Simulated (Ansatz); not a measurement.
# SnO (P4/nmm) in Ansatz: further runs, part 2 of 2

Ansatz 0.2.0.

## Step 3: Single point, BLYP, 16.70 Å³/atom (volume scaled by 0.94)

Contents of input.yaml:

```yaml
crystal:
  lattice:
    - [3.7358428604, 0.0, 0.0]
    - [0.0, 3.7358428604, 0.0]
    - [0.0, 0.0, 4.7871523832]
  atoms:
    - { symbol: Sn, position: [0.5, 0.0, 0.76462614] }
    - { symbol: Sn, position: [0.0, 0.5, 0.23537386] }
    - { symbol: O, position: [0.0, 0.0, 0.0] }
    - { symbol: O, position: [0.5, 0.5, 0.0] }
hamiltonian:
  xc: blyp
  pseudopotentials: { kind: paw }
kpoints:
  mp_grid: { grid: [7, 7, 6] }
scf:
  occupations: { method: fermi_dirac, width: 0.05 }
output:
  forces: true
  stress: true
  eigenvalues: true
  write_density: true
  write_potential: true
  elf: true
  volumetric_format: npy
```

Potentials or basis: Ansatz PAW.

Started as:

```
ansatz run input.yaml --threads 2 --pin off --max-ram 5120MiB --backend cpu --events-out ev --progress --plain --runs-dir out
```

Log:

```text
Warning: RAYON_NUM_THREADS=2 ignored (pool sized by the plan → 2); use --threads N
Engine: ansatz 0.2.0, x86_64-unknown-linux-gnu
Pseudopotentials: kind: paw
Pseudopotential: Sn, paw, valence charge 14, recommended cutoff 420 eV (normal), Sn.paw.azcp
Pseudopotential: O, paw, valence charge 6, recommended cutoff 420 eV (normal), O.paw.azcp
Functional definition: BLYP
  parameter beta = 0.0042
  parameter a = 0.04918
  parameter b = 0.132
  parameter c = 0.2533
  parameter d = 0.349
  exchange = b88_x(beta = beta)
  correlation = lyp_c(a = a, b = b, c = c, d = d)
Crystal: 4 atoms, lattice volume = 66.812 Å³
Basis set: ecut = 420 eV, 1295 PW (Γ), exchange–correlation on 50×50×64 points (8 copies of the dense FFT grid, shifted against one another)
Bands: 24, of which v1, the nominal top of the filled ones, is band 20 counted from 1 (19 counted from 0)
Symmetry: 16 space group operations
Space group: P4/nmm (ITA 129), of the structure as read, at distance tolerance 4.1e-5 Å
k-points: 40 of 294
Non-local potential: Sn, projectors of the file, l = 0: 2, l = 1: 2, l = 2: 2, l = 3: 2
Non-local potential: O, projectors of the file, l = 0: 2, l = 1: 2, l = 2: 1
PAW form: soft (Blöchl's): semilocal exchange-correlation on the pseudo side does not see the compensation charge
PAW frozen core: Sn, regenerated for the run's functional, and the local potential with it (the file was generated under x = pbe(κ = 0.804, μ = 0.2195149727645171), c = pbe(β = 0.06672455060314922))
PAW frozen core: O, regenerated for the run's functional, and the local potential with it (the file was generated under x = pbe(κ = 0.804, μ = 0.2195149727645171), c = pbe(β = 0.06672455060314922))
PAW one-centre angular grid: Sn, 590 points (default); XC on 64 Gauss nodes
PAW one-centre angular grid: O, 110 points (default); XC on 64 Gauss nodes
Initial density: superposition of atomic densities (neutral atoms: chi_scale 0, normalization atom), corrected by the library's trained network
Initial wavefunctions: pseudopotential atomic-orbital guess
Functional: x = b88, c = lyp
SCF iter   1: F=—  HF=-13219.719058 eV  |F-HF|=—  |Δ(HF+E_count)|=         —  Δρ=1.77e-2  dr2=1.75e-1  ethr=1.77e-3  ⟨swp⟩=6.0  Hψ=4343  notcnv=0
preconditioner: auto → Resta (q_TF=auto, 2.505 Å⁻¹)  ε∞=3.4  [insulator: Δε(μ)=0.478 eV  Ē_g=18.544 eV  σ=0.050 eV  W_gap=0.98  n_scr=18 (ndim 8)  ℏωp=28.7 eV  f_vac=0.014  D(μ)=0.01/eV (n_scr^D=0)  ε∞_Penn≈3.4]
SCF iter   2: F=—  HF=-13219.680260 eV  |F-HF|=—  |Δ(HF+E_count)|=   3.88e-2  Δρ=5.67e-3  dr2=1.55e-2  ethr=4.38e-4  ⟨swp⟩=2.1  Hψ=1807  notcnv=0
SCF iter   3: F=—  HF=-13219.677634 eV  |F-HF|=—  |Δ(HF+E_count)|=   2.63e-3  Δρ=2.02e-3  dr2=2.28e-3  ethr=3.89e-5  ⟨swp⟩=2.0  Hψ=1412  notcnv=0
SCF iter   4: F=—  HF=-13219.677869 eV  |F-HF|=—  |Δ(HF+E_count)|=   2.34e-4  Δρ=2.29e-4  dr2=3.93e-5  ethr=5.71e-6  ⟨swp⟩=2.1  Hψ=1248  notcnv=0
SCF iter   5: F=—  HF=-13219.677921 eV  |F-HF|=—  |Δ(HF+E_count)|=   5.26e-5  Δρ=6.21e-5  dr2=2.70e-6  ethr=9.82e-8  ⟨swp⟩=2.2  Hψ=1578  notcnv=0
SCF iter   6: F=-13219.677923 eV  HF=-13219.677923 eV  |F-HF|=1.42e-7  |Δ(HF+E_count)|=   1.97e-6  Δρ=1.24e-5  dr2=9.77e-8  ethr=2.50e-10  ⟨swp⟩=8.4  Hψ=7185  notcnv=0
SCF 1 converged in 6 iterations: F = -13219.677923 eV  dr2 = 9.77e-8
SCF converged after 6 iterations
Free energy (F): -13219.677923 eV
Harris-Foulkes:  -13219.677923 eV  (|F-HF|=1.42e-7)
Internal energy: -13219.677637 eV  (E = F + TS)
E sigma→0 (E₀):  -13219.677780 eV
Entropy (-TS):   -0.000287 eV (-0.072 meV/atom)
Fermi energy:    11.397857 eV
--- Per-component energies (eV) ---
  E_band       = -145.445436
  E_kinetic    = 732.354007
  E_local      = -2628.426414  (includes V_loc(G=0)·N_el)
  E_nonlocal   = 33.299025
  E_hartree    = 1436.595832
  E_xc         = -908.513402
  E_vxc        = -377.389886  (∫ρ·V_xc dr)
  E_paw        = -8633.005495  (= ΣΔE_a)
  E_vpaw       = -778.474485  (= ΣTr[D̂ρ^β])
  E_aug_tail   = 0.004989  (compensation charges beyond the density's cutoff)
  E_ewald      = -3251.739134
  E_core_change = -0.247045  (= ΣΔE_core)
  E_smearing   = -0.000287  (= −TS)
  E_closure    = -0.000000  (closes the sum)
  Σ components = -13219.677923   (vs F -13219.677923, Δ=0.00e0)
--- Forces (eV/Å), atoms counted from 1 ---
  atom   1  Sn     0.00000000     0.00000000    -1.49142424
  atom   2  Sn     0.00000000     0.00000000     1.49142424
  atom   3  O      0.00000000     0.00000000    -0.00000000
  atom   4  O      0.00000000     0.00000000    -0.00000000
  max |Σ_I F_I| component: 5.55e-17 eV/Å
--- Stress (GPa, compression-positive) ---
       16.966581       0.000000       0.000000
        0.000000      16.966581       0.000000
        0.000000       0.000000      13.410665
  P = ⅓ Tr σ = 15.7813 GPa (157.813 kbar)
--- Band table (eV; the first three rows and the last of 40) ---
  k-point 0: bands = ["-11.0985", "-10.5350", "-10.5321", "-10.5321", "-10.4729", "-10.4649", "-10.4219", "-10.4073", "-10.3779", "-10.3779", "-9.5774", "-6.5449", "3.1066", "4.3454", "4.4750", "4.4750", "7.3868", "7.6794", "7.6794", "11.2273", "13.5709", "15.5739", "16.0272", "16.0272"]
  k-point 1: bands = ["-11.0941", "-10.5396", "-10.5250", "-10.5250", "-10.4694", "-10.4629", "-10.4247", "-10.4108", "-10.3860", "-10.3860", "-9.5663", "-6.5450", "2.4775", "4.5032", "4.5032", "5.2712", "7.3723", "7.6755", "7.6755", "10.9557", "13.2191", "15.2498", "15.2498", "15.6897"]
  k-point 2: bands = ["-11.0852", "-10.5489", "-10.5076", "-10.5076", "-10.4609", "-10.4570", "-10.4319", "-10.4194", "-10.4053", "-10.4053", "-9.5440", "-6.5453", "1.8314", "4.5600", "4.5600", "6.7861", "7.3417", "7.6675", "7.6675", "9.9709", "12.9887", "14.4937", "14.4937", "15.3482"]
  k-point 39: bands = ["-11.0111", "-10.9947", "-10.4928", "-10.4860", "-10.4611", "-10.4591", "-10.4127", "-10.4108", "-10.3741", "-10.3732", "-7.6382", "-7.4858", "1.7668", "1.9273", "4.9390", "5.2598", "8.1211", "8.3421", "8.4694", "8.5437", "13.6507", "13.8431", "14.8544", "15.6289"]
```

rho_z.tsv:

```text
# z_ang	rho[e/angstrom^3]
# format = ansatz-planar-average/11
# lattice	3.735842860	0.000000000	0.000000000
# lattice	0.000000000	3.735842860	0.000000000
# lattice	0.000000000	0.000000000	4.787152383
# sites	4
# site	50	1.867921430	0.000000000	3.660381848
# site	50	0.000000000	1.867921430	1.126770535
# site	8	0.000000000	0.000000000	0.000000000
# site	8	1.867921430	1.867921430	0.000000000
0.000000	1.083403e0
0.149599	1.016864e0
0.299197	8.513369e-1
0.448796	6.838027e-1
0.598394	6.210563e-1
0.747993	6.915201e-1
[... 24 lines left out ...]
4.487955	8.513369e-1
4.637554	1.016864e0
```

v_z.tsv:

```text
# z_ang	v_es[eV]	v_tot[eV]
# format = ansatz-planar-average/11
# xc	blyp
# density_cutoff_ev	1680
# datasets	Sn=:simpson_from_first_knot:soft:shift=-284274	O=:simpson_from_first_knot:soft:shift=-70409
# lattice	3.735842860	0.000000000	0.000000000
# lattice	0.000000000	3.735842860	0.000000000
# lattice	0.000000000	0.000000000	4.787152383
# sites	4
# site	50	1.867921430	0.000000000	3.660381848
# site	50	0.000000000	1.867921430	1.126770535
# site	8	0.000000000	0.000000000	0.000000000
# site	8	1.867921430	1.867921430	0.000000000
0.000000	1.157404e0	-1.147309e1
0.149599	1.376292e0	-1.114637e1
0.299197	2.153079e0	-1.008232e1
0.448796	3.545877e0	-8.301048e0
0.598394	5.762575e0	-5.735703e0
0.747993	7.681806e0	-3.604486e0
[... 24 lines left out ...]
4.487955	2.153079e0	-1.008232e1
4.637554	1.376292e0	-1.114637e1
```

It took 7.8 s on 2 threads of AMD EPYC (Zen 3), shared host; peak memory 0.38 GiB.

What came out:

```
Free energy            : -13219.6779 eV
Pressure               : 15.8 GPa
Largest force          : 1.491 eV/Å
Band gap on the k mesh : 0.36 eV, indirect (least direct gap 2.26 eV)
```

Caveat: odd divisions of the mesh miss points on the zone boundary, where band edges often lie, so the gap on the mesh can be too wide; the pressure holds a Pulay correction of +0.6 GPa for the finite cutoff; spin-orbit coupling is left out, which moves the levels of the heavy elements; the PAW data sets come from PBE, with cores solved anew for the run's functional, which leaves a small shift of forces and pressure; forces of over 1 eV/Å show positions far from the minimum, so gaps and moduli don't describe the material at rest.

## Step 4: Single point, BLYP, 17.06 Å³/atom (volume scaled by 0.96)

input.yaml: that of step 3 with these lines changed.

```diff
@@ -2,5 +2,5 @@
   lattice:
-    - [3.7358428604, 0.0, 0.0]
-    - [0.0, 3.7358428604, 0.0]
-    - [0.0, 0.0, 4.7871523832]
+    - [3.7621524798, 0.0, 0.0]
+    - [0.0, 3.7621524798, 0.0]
+    - [0.0, 0.0, 4.8208658347]
   atoms:
```

Started as:

```
ansatz run input.yaml --threads 2 --pin off --max-ram 5120MiB --backend cpu --events-out ev --progress --plain --runs-dir out
```

Wall time 8 s (2 threads of AMD EPYC (Zen 3), shared host); peak memory 0.38 GiB.

Results (log left out):

| Item | Value |
| --- | --- |
| Free energy | -13219.8052 eV |
| Pressure | 13.0 GPa |
| Largest force | 1.151 eV/Å |
| Band gap on the k mesh | 0.44 eV, indirect (least direct gap 2.27 eV) |

Caveat: odd divisions of the mesh miss points on the zone boundary, where band edges often lie, so the gap on the mesh can be too wide; the pressure holds a Pulay correction of +0.6 GPa for the finite cutoff; spin-orbit coupling is left out, which moves the levels of the heavy elements; the PAW data sets come from PBE, with cores solved anew for the run's functional, which leaves a small shift of forces and pressure; forces of over 1 eV/Å show positions far from the minimum, so gaps and moduli don't describe the material at rest.

## Step 5: Single point, BLYP, 17.41 Å³/atom (volume scaled by 0.98)

input.yaml: that of step 4 with these lines changed.

```diff
@@ -2,5 +2,5 @@
   lattice:
-    - [3.7621524798, 0.0, 0.0]
-    - [0.0, 3.7621524798, 0.0]
-    - [0.0, 0.0, 4.8208658347]
+    - [3.7880991788, 0.0, 0.0]
+    - [0.0, 3.7880991788, 0.0]
+    - [0.0, 0.0, 4.8541142359]
   atoms:
@@ -21,5 +21 @@
   eigenvalues: true
-  write_density: true
-  write_potential: true
-  elf: true
-  volumetric_format: npy
```

Started as:

```
ansatz run input.yaml --threads 2 --pin off --max-ram 5120MiB --backend cpu --events-out ev --progress --plain --runs-dir out
```

Run time: 6.3 s. Hardware: 2 threads of AMD EPYC (Zen 3), shared host; peak memory 0.38 GiB.

Results (log left out):

```yaml
Free_energy: -13219.9086 eV
Pressure: 10.4 GPa
Largest_force: 0.835 eV/Å
Band_gap_on_the_k_mesh: 0.52 eV, indirect (least direct gap 2.27 eV)
```

Caveat: odd divisions of the mesh miss points on the zone boundary, where band edges often lie, so the gap on the mesh can be too wide; the pressure holds a Pulay correction of +0.6 GPa for the finite cutoff; spin-orbit coupling is left out, which moves the levels of the heavy elements; the PAW data sets come from PBE, with cores solved anew for the run's functional, which leaves a small shift of forces and pressure.

## Step 6: Single point, BLYP, 17.77 Å³/atom

input.yaml: that of step 5 with these lines changed.

```diff
@@ -2,5 +2,5 @@
   lattice:
-    - [3.7880991788, 0.0, 0.0]
-    - [0.0, 3.7880991788, 0.0]
-    - [0.0, 0.0, 4.8541142359]
+    - [3.81369522, 0.0, 0.0]
+    - [0.0, 3.81369522, 0.0]
+    - [0.0, 0.0, 4.8869133]
   atoms:
```

Potentials or basis: Ansatz PAW.

Started as:

```
ansatz run input.yaml --threads 2 --pin off --max-ram 5120MiB --backend cpu --events-out ev --progress --plain --runs-dir out
```

Run time: 6.7 s. Hardware: 2 threads of AMD EPYC (Zen 3), shared host; peak memory 0.38 GiB.

It converged, with:

```yaml
Free_energy: -13219.9907 eV
Pressure: 8.1 GPa
Largest_force: 0.541 eV/Å
Band_gap_on_the_k_mesh: 0.59 eV, indirect (least direct gap 2.24 eV)
```

Caveat: odd divisions of the mesh miss points on the zone boundary, where band edges often lie, so the gap on the mesh can be too wide; the pressure holds a Pulay correction of +0.6 GPa for the finite cutoff; spin-orbit coupling is left out, which moves the levels of the heavy elements; the PAW data sets come from PBE, with cores solved anew for the run's functional, which leaves a small shift of forces and pressure.

## Step 7: Single point, BLYP, 18.12 Å³/atom (volume scaled by 1.02)

input.yaml: that of step 6 with these lines changed.

```diff
@@ -2,5 +2,5 @@
   lattice:
-    - [3.81369522, 0.0, 0.0]
-    - [0.0, 3.81369522, 0.0]
-    - [0.0, 0.0, 4.8869133]
+    - [3.8389522158, 0.0, 0.0]
+    - [0.0, 3.8389522158, 0.0]
+    - [0.0, 0.0, 4.9192779074]
   atoms:
```

Started as:

```
ansatz run input.yaml --threads 2 --pin off --max-ram 5120MiB --backend cpu --events-out ev --progress --plain --runs-dir out
```

Run time: 5.8 s. Hardware: 2 threads of AMD EPYC (Zen 3), shared host; peak memory 0.38 GiB.

The run converged. Its results:

```yaml
Free_energy: -13220.0534 eV
Pressure: 6.0 GPa
Largest_force: 0.268 eV/Å
Band_gap_on_the_k_mesh: 0.65 eV, indirect (least direct gap 2.21 eV)
```

Caveat: odd divisions of the mesh miss points on the zone boundary, where band edges often lie, so the gap on the mesh can be too wide; the pressure holds a Pulay correction of +0.5 GPa for the finite cutoff; spin-orbit coupling is left out, which moves the levels of the heavy elements; the PAW data sets come from PBE, with cores solved anew for the run's functional, which leaves a small shift of forces and pressure.

## Step 8: Single point, BLYP, 18.48 Å³/atom (volume scaled by 1.04)

input.yaml: that of step 7 with these lines changed.

```diff
@@ -2,5 +2,5 @@
   lattice:
-    - [3.8389522158, 0.0, 0.0]
-    - [0.0, 3.8389522158, 0.0]
-    - [0.0, 0.0, 4.9192779074]
+    - [3.8638811754, 0.0, 0.0]
+    - [0.0, 3.8638811754, 0.0]
+    - [0.0, 0.0, 4.9512221655]
   atoms:
@@ -21 +21,5 @@
   eigenvalues: true
+  write_density: true
+  write_potential: true
+  elf: true
+  volumetric_format: npy
```

Started as:

```
ansatz run input.yaml --threads 2 --pin off --max-ram 5120MiB --backend cpu --events-out ev --progress --plain --runs-dir out
```

It took 8.5 s on 2 threads of AMD EPYC (Zen 3), shared host; peak memory 0.39 GiB.

Results (log left out):

```yaml
Free_energy: -13220.0984 eV
Pressure: 4.2 GPa
Largest_force: 0.014 eV/Å
Band_gap_on_the_k_mesh: 0.72 eV, indirect (least direct gap 2.18 eV)
```

Caveat: odd divisions of the mesh miss points on the zone boundary, where band edges often lie, so the gap on the mesh can be too wide; the pressure holds a Pulay correction of +0.5 GPa for the finite cutoff; spin-orbit coupling is left out, which moves the levels of the heavy elements; the PAW data sets come from PBE, with cores solved anew for the run's functional, which leaves a small shift of forces and pressure.

## Step 9: Single point, BLYP, 18.84 Å³/atom (volume scaled by 1.06)

input.yaml: that of step 8 with these lines changed.

```diff
@@ -2,5 +2,5 @@
   lattice:
-    - [3.8638811754, 0.0, 0.0]
-    - [0.0, 3.8638811754, 0.0]
-    - [0.0, 0.0, 4.9512221655]
+    - [3.8884925471, 0.0, 0.0]
+    - [0.0, 3.8884925471, 0.0]
+    - [0.0, 0.0, 4.9827594627]
   atoms:
@@ -21,5 +21 @@
   eigenvalues: true
-  write_density: true
-  write_potential: true
-  elf: true
-  volumetric_format: npy
```

Potentials or basis: Ansatz PAW.

Started as:

```
ansatz run input.yaml --threads 2 --pin off --max-ram 5120MiB --backend cpu --events-out ev --progress --plain --runs-dir out
```

Wall time 7.1 s (2 threads of AMD EPYC (Zen 3), shared host); peak memory 0.38 GiB.

Results (log left out):

```
Free energy            : -13220.1278 eV
Pressure               : 2.5 GPa
Largest force          : 0.223 eV/Å
Band gap on the k mesh : 0.77 eV, indirect (least direct gap 2.16 eV)
```

Caveat: odd divisions of the mesh miss points on the zone boundary, where band edges often lie, so the gap on the mesh can be too wide; the pressure holds a Pulay correction of +0.5 GPa for the finite cutoff; spin-orbit coupling is left out, which moves the levels of the heavy elements; the PAW data sets come from PBE, with cores solved anew for the run's functional, which leaves a small shift of forces and pressure.

## Step 10: Equation of state, BLYP

Potentials or basis: Ansatz PAW.

No new run: the results of the series are fitted here.

What came out:

```
Equilibrium volume                        : 19.42 Å³/atom (rough: see the caveat)
Bulk modulus at fixed shape and positions : 75 GPa (rough)
```

Energy against volume, from the lowest point:
```csv
volume (Å³/atom),energy (meV/atom)
16.703,112.46
17.058,80.64
17.414,54.78
17.769,34.26
18.125,18.58
18.480,7.34
18.835,0.00
```

Caveat: the potentials were made for another functional, which shifts forces and pressure; the minimum lies outside the volumes run; the cell was scaled at fixed shape and fractional positions, which overstates the stiffness of a crystal with free parameters, most of all of layers and chains.
